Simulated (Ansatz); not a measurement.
# Ni: which magnetic state does the SCF reach?

Aim: see which self-consistent states Ni reaches from different starts at one fixed geometry, and which of them is lowest. System: Ni, the deposited crystal structure (space group Fm-3m, primitive cell doubled); the cell holds 2 atoms. Source: COD entry 4320510; the sample's temperature and pressure aren't taken into account.

Method: DFT PBEsol, PAW, plane waves, scalar-relativistic, in Ansatz 0.2.0.

## 1. The starting structure

It takes space group Fm-3m (No. 225, cubic). The conventional cell has a = 3.540 Å, b = 3.540 Å, c = 3.540 Å, α = 90.00°, β = 90.00°, γ = 90.00°. Ni (site symmetry m-3m) is surrounded by 12 Ni at 2.50 Å.

Structure file:

```cif
data_structure
_symmetry_space_group_name_H-M 'Fm-3m'
_symmetry_Int_Tables_number 225
_cell_length_a 3.5397
_cell_length_b 3.5397
_cell_length_c 3.5397
_cell_angle_alpha 90.000
_cell_angle_beta 90.000
_cell_angle_gamma 90.000
_cell_volume 44.35
loop_
_atom_site_label
_atom_site_type_symbol
_atom_site_symmetry_multiplicity
_atom_site_Wyckoff_symbol
_atom_site_fract_x
_atom_site_fract_y
_atom_site_fract_z
_atom_site_occupancy
Ni1 Ni 4 a 0.00000 0.00000 0.00000 1
```

Labels such as Ni2 number the atoms in the order of the input file.

First come: parallel moments, plain SCF; opposed moments +-, plain SCF; no spin polarisation; spin on, no moments given (the program may seed its own), plain SCF. What is tried next depends on their ends.

“Plain SCF” means no search for lower states. Ends within 0.2 meV/atom and 0.1 μB count as one state.

The total moment includes the space between the atomic spheres.

## 2. Parallel moments, plain SCF

Contents of input.yaml:

```yaml
crystal:
  lattice:
    - [0.0, 3.53974, 3.53974]
    - [1.76987, 0.0, 1.76987]
    - [1.76987, 1.76987, 0.0]
  atoms:
    - { symbol: Ni, position: [0.0, 0.0, 0.0], spin: 2.0 }
    - { symbol: Ni, position: [0.5, 0.0, 0.0], spin: 2.0 }
magnetization:
  spin_polarized: true
hamiltonian:
  xc: pbesol
  pseudopotentials: { kind: paw }
basis:
  ecutwfc: 420
kpoints:
  mp_grid: { grid: [7, 13, 13] }
scf:
  occupations: { method: fermi_dirac, width: 0.05 }
  lower_state_search: "off"
output:
  forces: true
  stress: true
```

The run is started by

```bash
ansatz run input.yaml --threads 2 --pin off --max-ram 5120MiB --backend cpu --events-out ev --progress --plain --runs-dir out
```

What it wrote, cut to the lines that bear on the results:

```text
Warning: crystal.symmetry: narrowed to the stabiliser of the k-point mesh — unitary ops 24 → 8; excluded 16 operations that carry a point of the 7×13×13 mesh (shift [0, 0, 0]) off the mesh (the run samples exactly the mesh kpoints.mp_grid names, as under crystal.symmetry.detect: false, [...]
Pseudopotentials: kind: paw
Pseudopotential: Ni, paw, valence charge 18, recommended cutoff 420 eV (normal), Ni.paw.azcp
Functional definition: PBEsol
[...]
Crystal: 2 atoms, lattice volume = 22.176 Å³
Basis set: ecut = 420 eV, 409 PW (Γ), exchange–correlation on 72×36×36 points (8 copies of the dense FFT grid, shifted against one another)
Bands: 24, of which v1, the nominal top of the filled ones, is band 18 counted from 1 (17 counted from 0)
Symmetry: 8 space group operations
k-points: 322 of 1183
[...]
Starting moments: Σ|m| = 4 μB on 2 of 2 sites
[...]
SCF iter   1: F=—  HF=-11609.356158 eV  |F-HF|=—  |Δ(HF+E_count)|=         —  Δρ=1.22e-1 (↑1.22e-1 ↓1.15e-1)  dr2=2.49e-2  dr2_m=2.85e0  M=1.903 μB ∫|m|=2.112 μB  β_m=0.30  ethr=6.90e-5  ⟨swp⟩=1.0  Hψ=78152  notcnv=0
[...]
spin-set hold released at iteration 1 (the charge has settled, or the pull on large starting moments outlasts its swing): the magnetisation degrees of freedom join the quasi-Newton model from the next iteration; the mixer history was flushed
[...]
SCF iter  10: F=-11609.901403 eV  HF=-11609.901403 eV  |F-HF|=2.88e-9  |Δ(HF+E_count)|=   8.56e-9  Δρ=6.54e-6 (↑2.37e-6 ↓6.54e-6)  dr2=3.62e-9  dr2_m=1.42e-9  M=1.247 μB ∫|m|=1.418 μB  ethr=1.24e-10  ⟨swp⟩=2.4  Hψ=47318  notcnv=0
[...]
SCF converged after 10 iterations
Magnetization: 1.2473 μB (18.6237 up, 17.3763 down)
Absolute magnetization: 1.4200 μB (∫|ρ↑−ρ↓|, with the PAW one-centre terms)
Spin contamination: 0.0125 ħ² per cell (⟨S²⟩ above its minimum at these occupations)
Per-site moments (μB) at R_I (Å): [(0.6602083747868462, 1.0324768400253739), (0.6602083747868462, 1.0324768400253739)]
Free energy (F): -11609.901403 eV
[...]
E sigma→0 (E₀):  -11609.886793 eV
Entropy (-TS):   -0.029221 eV (-14.611 meV/atom)
Fermi energy:    17.573340 eV
[...]
--- Forces (eV/Å), atoms counted from 1 ---
  atom   1  Ni     0.00000000     0.00000000     0.00000000
  atom   2  Ni     0.00000000     0.00000000     0.00000000
[...]
--- Stress (GPa, compression-positive) ---
      -13.029509       0.032200       0.032200
        0.032200     -13.022339       0.105320
        0.032200       0.105320     -13.022339
  P = ⅓ Tr σ = -13.0247 GPa (-130.247 kbar)
```

Wall time 15 s (2 threads of Intel Xeon Platinum 8375C at 2.90GHz (Ice Lake), shared host); peak memory 0.56 GiB.

End: ferromagnetic, site moments Ni1 0.66, Ni2 0.66 μB, total 1.25 μB per cell, no gap on the k-mesh.

## 3. Opposed moments +-, plain SCF

Edit input.yaml of step 2 so:

```diff
@@ -7,3 +7,3 @@
     - { symbol: Ni, position: [0.0, 0.0, 0.0], spin: 2.0 }
-    - { symbol: Ni, position: [0.5, 0.0, 0.0], spin: 2.0 }
+    - { symbol: Ni, position: [0.5, 0.0, 0.0], spin: -2.0 }
 magnetization:
@@ -23 +23,5 @@
   stress: true
+  write_density: true
+  write_potential: true
+  elf: true
+  volumetric_format: npy
```

The run is started by

```bash
ansatz run input.yaml --threads 2 --pin off --max-ram 5120MiB --backend cpu --events-out ev --progress --plain --runs-dir out
```

What it wrote:

```text
Warning: crystal.symmetry: narrowed to the stabiliser of the k-point mesh — unitary ops 12 → 4; excluded 8 operations that carry a point of the 7×13×13 mesh (shift [0, 0, 0]) off the mesh (the run samples exactly the mesh kpoints.mp_grid names, as under crystal.symmetry.detect: false, and its converged state has the mesh's symmetry, not the crystal's; ε∞, the Born charges and the force constants of a linear response (`dielectric:` by the response, `phonons.method: dfpt`) are averaged over those of the crystal's operations that the state keeps within a tolerance, where `mesh_tensors`, `unaveraged_element` or `gamma_mean_max_change_ev_ang2` stands beside them; a row that `dielectric.field_direction` solves alone is averaged likewise, with nothing beside; a Γ-centred mesh of equal divisions is mapped onto itself by every operation and keeps the whole group, as does a half-shifted one under kpoints.further_shifts: images)
[... 9 lines as in an earlier run ...]
Symmetry: 4 space group operations
[... 6 lines as in an earlier run ...]
Starting moments: Σ|m| = 4 μB on 2 of 2 sites
[... 2 lines as in an earlier run ...]
spin-down is spin-up translated by (0.5, 0, 0): one eigenproblem is solved per k-point and the antiferromagnetic symmetry of the starting moments is kept exactly by this SCF (crystal.symmetry.spin_inversion_symmetry: false solves both channels; [...]
iter 1 solved again at ethr=4.97e-5 eV; its pass at ethr=3.10e-3 eV (dr2=1.79e-2 eV) is discarded
SCF iter   1: F=—  HF=-11609.109251 eV  |F-HF|=—  |Δ(HF+E_count)|=         —  Δρ=1.29e-1 (↑1.29e-1 ↓1.29e-1)  dr2=1.79e-2  dr2_m=3.39e0  M=0.000 μB ∫|m|=1.965 μB  β_m=0.30  ethr=4.97e-5  ⟨swp⟩=1.3  Hψ=39399  notcnv=0
Mixer restart at iter 1: flushing history
preconditioner: auto → none  [metal: Δε(μ)=0.002 eV  Ē_g=11.421 eV  σ=0.050 eV  W_gap=0.01  n_scr=8 (ndim 8)  ℏωp=35.3 eV  f_vac=0.000  D(μ)=5.20/eV (n_scr^D=110)  sad-step TF]
[... 1 line as in an earlier run ...]
SCF iter   2: F=—  HF=-11609.341512 eV  |F-HF|=—  |Δ(HF+E_count)|=   2.32e-1  Δρ=1.05e-1 (↑1.05e-1 ↓1.05e-1)  dr2=1.96e-2  dr2_m=2.22e0  M=0.000 μB ∫|m|=1.787 μB  β_m=0.53  ethr=4.97e-5  ⟨swp⟩=2.2  Hψ=12463  notcnv=0
SCF iter   3: F=—  HF=-11610.111769 eV  |F-HF|=—  |Δ(HF+E_count)|=   7.70e-1  Δρ=6.43e-2 (↑6.43e-2 ↓6.43e-2)  dr2=1.68e0  dr2_m=1.36e-1  M=0.000 μB ∫|m|=1.202 μB  β_m=0.43  ethr=4.97e-5  ⟨swp⟩=3.6  Hψ=22298  notcnv=0  defer=154
SCF iter   4: F=—  HF=-11609.784126 eV  |F-HF|=—  |Δ(HF+E_count)|=   3.28e-1  Δρ=1.35e-2 (↑1.35e-2 ↓1.35e-2)  dr2=1.27e-3  dr2_m=3.52e-2  M=0.000 μB ∫|m|=0.897 μB  β_m=0.72  ethr=4.97e-5  ⟨swp⟩=3.2  Hψ=19684  notcnv=0  defer=264
SCF iter   5: F=—  HF=-11609.793243 eV  |F-HF|=—  |Δ(HF+E_count)|=   9.12e-3  Δρ=4.82e-3 (↑4.82e-3 ↓4.82e-3)  dr2=1.56e-3  dr2_m=3.99e-3  M=0.000 μB ∫|m|=0.726 μB  β_m=0.86  ethr=3.52e-6  ⟨swp⟩=2.0  Hψ=16492  notcnv=0  defer=273
SCF iter   6: F=—  HF=-11609.796687 eV  |F-HF|=—  |Δ(HF+E_count)|=   3.44e-3  Δρ=3.28e-3 (↑3.28e-3 ↓3.28e-3)  dr2=1.66e-3  dr2_m=8.40e-4  M=0.000 μB ∫|m|=0.630 μB  β_m=0.82  ethr=3.52e-6  ⟨swp⟩=2.1  Hψ=12740  notcnv=0  defer=273
SCF iter   7: F=—  HF=-11609.796489 eV  |F-HF|=—  |Δ(HF+E_count)|=   1.98e-4  Δρ=7.31e-4 (↑7.31e-4 ↓7.31e-4)  dr2=6.23e-5  dr2_m=2.98e-5  M=0.000 μB ∫|m|=0.592 μB  β_m=0.84  ethr=3.52e-6  ⟨swp⟩=2.0  Hψ=10878  notcnv=0  defer=273
SCF iter   8: F=—  HF=-11609.796506 eV  |F-HF|=—  |Δ(HF+E_count)|=   1.63e-5  Δρ=4.11e-4 (↑4.11e-4 ↓4.11e-4)  dr2=4.15e-5  dr2_m=1.19e-5  M=0.000 μB ∫|m|=0.592 μB  β_m=0.86  ethr=1.73e-7  ⟨swp⟩=2.0  Hψ=13144  notcnv=0  defer=273
SCF iter   9: F=—  HF=-11609.796505 eV  |F-HF|=—  |Δ(HF+E_count)|=   4.84e-7  Δρ=2.22e-4 (↑2.22e-4 ↓2.22e-4)  dr2=3.39e-6  dr2_m=6.53e-6  M=0.000 μB ∫|m|=0.589 μB  β_m=0.78  ethr=1.15e-7  ⟨swp⟩=2.4  Hψ=10262  notcnv=0  defer=273
SCF iter  10: F=—  HF=-11609.796507 eV  |F-HF|=—  |Δ(HF+E_count)|=   1.94e-6  Δρ=1.16e-4 (↑1.16e-4 ↓1.16e-4)  dr2=3.13e-7  dr2_m=2.54e-6  M=0.000 μB ∫|m|=0.586 μB  β_m=0.89  ethr=9.41e-9  ⟨swp⟩=2.2  Hψ=11602  notcnv=0  defer=273
SCF iter  11: F=—  HF=-11609.796509 eV  |F-HF|=—  |Δ(HF+E_count)|=   2.42e-6  Δρ=2.60e-5 (↑2.60e-5 ↓2.60e-5)  dr2=9.74e-9  dr2_m=1.27e-7  M=0.000 μB ∫|m|=0.582 μB  β_m=0.94  ethr=2.78e-10  ⟨swp⟩=11.8  Hψ=56735  notcnv=0
iter 12 did not close the SCF: its close was put off for a magnetic moment that had not settled (scf_convergence_deferred on its scf_iter line)
SCF iter  12: F=-11609.796510 eV  HF=-11609.796510 eV  |F-HF|=2.54e-9  |Δ(HF+E_count)|=   1.54e-7  Δρ=6.31e-6 (↑6.31e-6 ↓6.31e-6)  dr2=3.87e-9  dr2_m=4.89e-9  M=0.000 μB ∫|m|=0.581 μB  β_m=0.97  ethr=2.71e-11  ⟨swp⟩=9.0  Hψ=51115  notcnv=0
SCF iter  13: F=-11609.796510 eV  HF=-11609.796510 eV  |F-HF|=2.28e-9  |Δ(HF+E_count)|=   2.54e-9  Δρ=4.24e-6 (↑4.24e-6 ↓4.24e-6)  dr2=2.44e-9  dr2_m=5.27e-10  M=0.000 μB ∫|m|=0.581 μB  ethr=1.07e-11  ⟨swp⟩=4.9  Hψ=40493  notcnv=0
SCF 1 converged in 13 iterations: F = -11609.796510 eV  dr2 = 2.44e-9
SCF converged after 13 iterations
Magnetization: 0.0000 μB (18.0000 up, 18.0000 down)
Absolute magnetization: 0.5809 μB (∫|ρ↑−ρ↓|, with the PAW one-centre terms)
Spin contamination: 0.1813 ħ² per cell (⟨S²⟩ above its minimum at these occupations)
Per-site moments (μB) at R_I (Å): [(0.2840005964738185, 1.0324768400253739), (-0.2840005964738185, 1.0324768400253739)]
Free energy (F): -11609.796510 eV
Harris-Foulkes:  -11609.796510 eV  (|F-HF|=2.28e-9)
Internal energy: -11609.744866 eV  (E = F + TS)
E sigma→0 (E₀):  -11609.770688 eV
Entropy (-TS):   -0.051644 eV (-25.822 meV/atom)
Fermi energy:    17.398509 eV
--- Per-component energies (eV) ---
  E_band       = -585.083111
  E_kinetic    = 564.071370
  E_local      = -6935.136197  (includes V_loc(G=0)·N_el)
  E_nonlocal   = 1273.421581
  E_hartree    = 2888.690109
  E_xc         = -168.314692
  E_vxc        = -217.804661  (∫ρ·V_xc dr)
  E_paw        = -3189.884669  (= ΣΔE_a)
  E_vpaw       = -1047.016756  (= ΣTr[D̂ρ^β])
  E_aug_tail   = 0.000915  (compensation charges beyond the density's cutoff)
  E_ewald      = -6042.987862
  E_core_change = 0.394578  (= ΣΔE_core)
  E_smearing   = -0.051644  (= −TS)
  E_closure    = -0.000000  (closes the sum)
  Σ components = -11609.796510   (vs F -11609.796510, Δ=0.00e0)
--- Forces (eV/Å), atoms counted from 1 ---
  atom   1  Ni     0.00000000     0.00000000     0.00000000
  atom   2  Ni     0.00000000     0.00000000     0.00000000
  max |Σ_I F_I| component: 1.58e-30 eV/Å
--- Stress (GPa, compression-positive) ---
      -13.650417      -0.312055      -0.312055
       -0.312059     -13.510764       0.263734
       -0.312059       0.263734     -13.510764
  P = ⅓ Tr σ = -13.5573 GPa (-135.573 kbar)
--- Band table (eV; the first three rows and the last of 644) ---
  k-point 0 ↑: bands = ["-85.4754", "-85.1308", "-45.9889", "-45.9509", "-45.9486", "-45.6544", "-45.5770", "-45.5753", "8.5210", "12.9753", "15.3918", "15.3920", "15.5633", "15.6321", "15.6334", "16.6546", "16.6549", "17.1502", "17.3814", "17.3836", "23.2394", "39.3453", "40.8020", "41.8111"]
  k-point 1 ↑: bands = ["-85.4741", "-85.1297", "-45.9853", "-45.9594", "-45.9513", "-45.6558", "-45.5860", "-45.5779", "8.7491", "13.0954", "15.3095", "15.4712", "15.5406", "15.6142", "15.6947", "16.2943", "16.6362", "16.6374", "17.3882", "18.3109", "23.4462", "38.2103", "39.9292", "40.1993"]
  k-point 2 ↑: bands = ["-85.4706", "-85.1264", "-45.9857", "-45.9748", "-45.9577", "-45.6592", "-45.6111", "-45.5841", "9.4150", "13.4096", "15.0155", "15.3017", "15.6203", "15.6590", "15.7501", "15.8720", "16.6123", "16.6246", "17.4031", "19.2151", "24.1481", "35.4580", "36.5472", "37.9428"]
  k-point 321 ↓: bands = ["-85.4735", "-85.1303", "-45.9584", "-45.9526", "-45.9515", "-45.6897", "-45.5847", "-45.5798", "10.6857", "11.1667", "14.9666", "15.1859", "15.5833", "15.6503", "15.8751", "15.9934", "16.4774", "16.6906", "16.9780", "16.9855", "31.1419", "32.6592", "38.1689", "39.8004"]
```

It took 12 s on 2 threads of Intel Xeon Platinum 8375C at 2.90GHz (Ice Lake), shared host; peak memory 0.56 GiB.

End: antiferromagnetic (magnetic neighbours of Ni1 with a moment over 0.3 of its own that point the other way: 6 of 12 at 2.50 Å, 6 of 6 at 3.54 Å), site moments Ni1 0.28, Ni2 -0.28 μB, total 0.00 μB per cell, no gap on the k-mesh. It lies 52.4 meV/atom above the lowest state so far (step 2).

Density in a lattice plane of the grid's cell (edges 5.01 and 2.50 Å, at 0.000 of the third edge), which holds Ni. It is the smooth density of the valence electrons, not physical close to the nuclei.

Ten even steps from ' ' (0.26 e/Å³) to '@' (60.59 e/Å³):
```
++++--                ::++++--                ::
..::..                  ..::..                  
                                                
                                                
                                                
                                                
                                                
..                  ..::..                  ..::
++::                --++++::                --++
@@**::              ::**@@**::              ::**
```
Columns run along the first of these edges and rows up along the second, over one cell in 24 and 10 even steps from the bottom left corner. Atoms in the plane (fractional): Ni at (0.00, 0.00), Ni at (0.50, 1.00).

Spin density (up less down) in a lattice plane of the grid's cell (edges 5.01 and 2.50 Å, at 0.000 of the third edge), which holds Ni.

Ten even steps from '0' (-1.17 e/Å³) to '9' (1.17 e/Å³):
```
876555544443123444455556
665555554444334444445555
555555555544444444444455
555555555555444444444444
445555544445554444555554
544444444444455555555555
555444444444444555555555
655554444443344445555556
865555444432134444555567
975555544442024444555557
```
Columns run along the first of these edges and rows up along the second, over one cell in 24 and 10 even steps from the bottom left corner. Atoms in the plane (fractional): Ni at (0.00, 0.00), Ni at (0.50, 1.00).

## 4. No spin polarisation

Edit input.yaml of step 3 so:

```diff
@@ -6,6 +6,4 @@
   atoms:
-    - { symbol: Ni, position: [0.0, 0.0, 0.0], spin: 2.0 }
-    - { symbol: Ni, position: [0.5, 0.0, 0.0], spin: -2.0 }
-magnetization:
-  spin_polarized: true
+    - { symbol: Ni, position: [0.0, 0.0, 0.0] }
+    - { symbol: Ni, position: [0.5, 0.0, 0.0] }
 hamiltonian:
```

The run is started by

```bash
ansatz run input.yaml --threads 2 --pin off --max-ram 5120MiB --backend cpu --events-out ev --progress --plain --runs-dir out
```

What it wrote:

```text
[... 9 lines as in an earlier run ...]
Bands: 22, of which v1, the nominal top of the filled ones, is band 18 counted from 1 (17 counted from 0)
[... 6 lines as in an earlier run ...]
Initial density: superposition of atomic densities (neutral atoms: chi_scale 0, normalization atom), corrected by the library's trained network
[... 2 lines as in an earlier run ...]
SCF iter   1: F=—  HF=-11609.808487 eV  |F-HF|=—  |Δ(HF+E_count)|=         —  Δρ=2.68e-2  dr2=8.42e-2  ethr=1.77e-3  ⟨swp⟩=5.2  Hψ=26442  notcnv=0
preconditioner: auto → none  [metal: Δε(μ)=0.004 eV  Ē_g=8.279 eV  σ=0.050 eV  W_gap=0.02  n_scr=8 (ndim 8)  ℏωp=35.3 eV  f_vac=0.000  D(μ)=7.86/eV (n_scr^D=202)  sad-step TF]
SCF iter   2: F=—  HF=-11609.795068 eV  |F-HF|=—  |Δ(HF+E_count)|=   1.34e-2  Δρ=1.04e-2  dr2=1.39e-2  ethr=2.34e-4  ⟨swp⟩=2.0  Hψ=10753  notcnv=0
SCF iter   3: F=—  HF=-11609.792645 eV  |F-HF|=—  |Δ(HF+E_count)|=   2.42e-3  Δρ=1.14e-3  dr2=1.77e-4  ethr=3.86e-5  ⟨swp⟩=2.1  Hψ=10977  notcnv=0
SCF iter   4: F=—  HF=-11609.792606 eV  |F-HF|=—  |Δ(HF+E_count)|=   3.93e-5  Δρ=5.89e-4  dr2=1.38e-5  ethr=4.91e-7  ⟨swp⟩=2.3  Hψ=11662  notcnv=0
SCF iter   5: F=—  HF=-11609.792598 eV  |F-HF|=—  |Δ(HF+E_count)|=   7.63e-6  Δρ=6.78e-5  dr2=1.75e-7  ethr=3.84e-8  ⟨swp⟩=1.1  Hψ=7131  notcnv=0
SCF iter   6: F=-11609.792599 eV  HF=-11609.792599 eV  |F-HF|=3.65e-8  |Δ(HF+E_count)|=   7.14e-7  Δρ=1.47e-5  dr2=1.88e-8  ethr=2.78e-10  ⟨swp⟩=9.2  Hψ=53735  notcnv=0
SCF 1 converged in 6 iterations: F = -11609.792599 eV  dr2 = 1.88e-8
SCF converged after 6 iterations
Free energy (F): -11609.792599 eV
Harris-Foulkes:  -11609.792599 eV  (|F-HF|=3.65e-8)
Internal energy: -11609.731331 eV  (E = F + TS)
E sigma→0 (E₀):  -11609.761965 eV
Entropy (-TS):   -0.061268 eV (-30.634 meV/atom)
Fermi energy:    17.380982 eV
--- Per-component energies (eV) ---
  E_band       = -584.941134
  E_kinetic    = 564.150872
  E_local      = -6935.393197  (includes V_loc(G=0)·N_el)
  E_nonlocal   = 1273.470994
  E_hartree    = 2888.890212
  E_xc         = -168.311528
  E_vxc        = -217.800722  (∫ρ·V_xc dr)
  E_paw        = -3189.946317  (= ΣΔE_a)
  E_vpaw       = -1047.164579  (= ΣTr[D̂ρ^β])
  E_aug_tail   = 0.000916  (compensation charges beyond the density's cutoff)
  E_ewald      = -6042.987862
  E_core_change = 0.394578  (= ΣΔE_core)
  E_smearing   = -0.061268  (= −TS)
  E_closure    = 0.000000  (closes the sum)
  Σ components = -11609.792599   (vs F -11609.792599, Δ=0.00e0)
--- Forces (eV/Å), atoms counted from 1 ---
  atom   1  Ni     0.00000000     0.00000000     0.00000000
  atom   2  Ni     0.00000000     0.00000000    -0.00000000
  max |Σ_I F_I| component: 1.42e-29 eV/Å
--- Stress (GPa, compression-positive) ---
      -14.007065      -0.083227      -0.083227
       -0.083227     -13.852049       0.029871
       -0.083227       0.029871     -13.852049
  P = ⅓ Tr σ = -13.9037 GPa (-139.037 kbar)
--- Band table (eV; the first three rows and the last of 322) ---
  k-point 0: bands = ["-85.3163", "-85.2846", "-45.9396", "-45.7690", "-45.7668", "-45.7385", "-45.7366", "-45.7295", "8.5209", "12.9783", "15.5095", "15.5102", "15.5480", "15.5500", "15.5524", "16.6490", "16.6493", "17.1466", "17.3693", "17.3718", "23.2372", "39.3469"]
  k-point 1: bands = ["-85.3145", "-85.2840", "-45.9344", "-45.7759", "-45.7700", "-45.7499", "-45.7389", "-45.7315", "8.7491", "13.0986", "15.4015", "15.4870", "15.6007", "15.6022", "15.6029", "16.2844", "16.6275", "16.6282", "17.3768", "18.3046", "23.4442", "38.2123"]
  k-point 2: bands = ["-85.3095", "-85.2823", "-45.9211", "-45.7953", "-45.7833", "-45.7778", "-45.7438", "-45.7365", "9.4150", "13.4138", "15.0417", "15.3334", "15.6115", "15.7129", "15.7137", "15.8670", "16.6031", "16.6052", "17.3928", "19.2095", "24.1467", "35.4601"]
  k-point 321: bands = ["-85.3008", "-85.2977", "-45.8467", "-45.8264", "-45.7621", "-45.7614", "-45.7551", "-45.7500", "10.6858", "11.1663", "15.0596", "15.1083", "15.7148", "15.7445", "15.8234", "15.8437", "16.4965", "16.7123", "16.9445", "16.9595", "31.1418", "32.6575"]
```

It took 6.6 s on 2 threads of Intel Xeon Platinum 8375C at 2.90GHz (Ice Lake), shared host; peak memory 0.49 GiB.

End: non-magnetic (no spin polarisation), no gap on the k-mesh. Against step 2, the lowest until now, it is 54.4 meV/atom higher.

Density in a lattice plane of the grid's cell (edges 5.01 and 2.50 Å, at 0.000 of the third edge), which holds Ni.

Values in e/Å³, 6 rows by 12 columns:
```
14.60 13.72  1.85  0.35  0.35  1.93 14.60 13.72  1.85  0.35  0.35  1.93
 0.97  1.85  0.88  0.34  0.26  0.35  0.97  1.85  0.88  0.34  0.26  0.35
 0.33  0.35  0.34  0.32  0.34  0.35  0.33  0.35  0.34  0.32  0.34  0.35
 0.97  0.35  0.26  0.34  0.88  1.85  0.97  0.35  0.26  0.34  0.88  1.85
14.60  1.93  0.35  0.35  1.85 13.72 14.60  1.93  0.35  0.35  1.85 13.72
60.59 14.62  0.97  0.33  0.97 14.62 60.59 14.62  0.97  0.33  0.97 14.62
```
Columns run along the first of these edges and rows up along the second, over one cell in 12 and 6 even steps from the bottom left corner. Atoms in the plane (fractional): Ni at (0.00, 0.00), Ni at (0.50, 1.00).

ELF in the same plane.

Values, 6 rows by 12 columns:
```
0.43 0.43 0.23 0.21 0.21 0.24 0.43 0.43 0.23 0.21 0.21 0.24
0.20 0.23 0.20 0.21 0.28 0.21 0.20 0.23 0.20 0.21 0.28 0.21
0.23 0.21 0.21 0.24 0.21 0.21 0.23 0.21 0.21 0.24 0.21 0.21
0.20 0.21 0.28 0.21 0.20 0.23 0.20 0.21 0.28 0.21 0.20 0.23
0.43 0.24 0.21 0.21 0.23 0.43 0.43 0.24 0.21 0.21 0.23 0.43
0.73 0.43 0.20 0.23 0.20 0.43 0.73 0.43 0.20 0.23 0.20 0.43
```
Columns run along the first of these edges and rows up along the second, over one cell in 12 and 6 even steps from the bottom left corner. Atoms in the plane (fractional): Ni at (0.00, 0.00), Ni at (0.50, 1.00).

Both are smooth fields of the valence electrons: close to the nuclei they are not physical.

[end of part 1 of 2]
